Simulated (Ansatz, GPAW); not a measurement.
Given: the input of a run of Ansatz 0.2.0 on BP. 

input.yaml

```yaml
crystal:
  lattice:
    - [0.0, 2.269, 2.269]
    - [2.269, 0.0, 2.269]
    - [2.269, 2.269, 0.0]
  atoms:
    - { symbol: P, position: [0.75, 0.75, 0.75] }
    - { symbol: B, position: [0.0, 0.0, 0.0] }
kpoints:
  mp_grid: { grid: [10, 10, 10] }
scf:
  occupations: { method: gaussian, width: 0.012 }
hamiltonian:
  xc: pbe
  pseudopotentials: { kind: all_electron, lapw: { basis_error: 0.001 } }
output:
  forces: true
  stress: true
  eigenvalues: true
```

Potentials or basis: all-electron LAPW, scalar-relativistic.

The run is started by

```sh
$ ansatz run input.yaml --threads 1 --pin off --max-ram 3072MiB --backend cpu --events-out ev --progress --plain --runs-dir out
```

**Question.** What does the same run look like in GPAW 26.7.0 (ASE script)? Potentials or basis there: GPAW PAW data sets (gpaw-data 1.2.1), cutoff 800 eV.

**Answer.** As run (cutoffs and basis follow the program's own potentials, and thresholds, step limits or extra output files can differ):

run.py

```python
from ase import Atoms
from ase.dft.bandgap import bandgap
from ase.io import write
from ase.units import GPa
from gpaw import GPAW, PW

atoms = Atoms(['P', 'B'],
              cell=[[0.0, 2.269, 2.269],
                    [2.269, 0.0, 2.269],
                    [2.269, 2.269, 0.0]],
              scaled_positions=[[0.75, 0.75, 0.75],
                                [0.0, 0.0, 0.0]],
              pbc=True)

calc = GPAW(mode=PW(800),
            xc='PBE',
            kpts={'size': (10, 10, 10), 'gamma': True},
            occupations={'name': 'methfessel-paxton', 'order': 0, 'width': 0.012},
            nbands=11,
            convergence={'density': 1e-05, 'energy': 1e-05},
            maxiter=150,
            txt='gpaw.txt')
atoms.calc = calc
energy = atoms.get_potential_energy()
forces = atoms.get_forces()
stress = atoms.get_stress()
calc.write('gs.gpw')
write('result.traj', atoms)
print(f'Energy: {energy:.6f} eV')
print('Forces (eV/A):')
print(forces.round(4))
print('Stress (GPa):', (stress / GPa).round(3))
print('Fermi level:', round(calc.get_fermi_level(), 4), 'eV')
print(f'Gap: {bandgap(calc)[0]:.4f} eV, direct: {bandgap(calc, direct=True)[0]:.4f} eV')
```

Potentials or basis: GPAW PAW data sets (gpaw-data 1.2.1), pw.

Launch:

```sh
$ OMP_NUM_THREADS=1 python run.py
```

Both were run:

|  | Ansatz | GPAW |
| --- | --- | --- |
| Pressure | 1.1 GPa | 1.4 GPa |

Where Ansatz's input types no cutoff or centring, it takes its own default and a Γ-centred mesh.

Pressure is positive in compression.
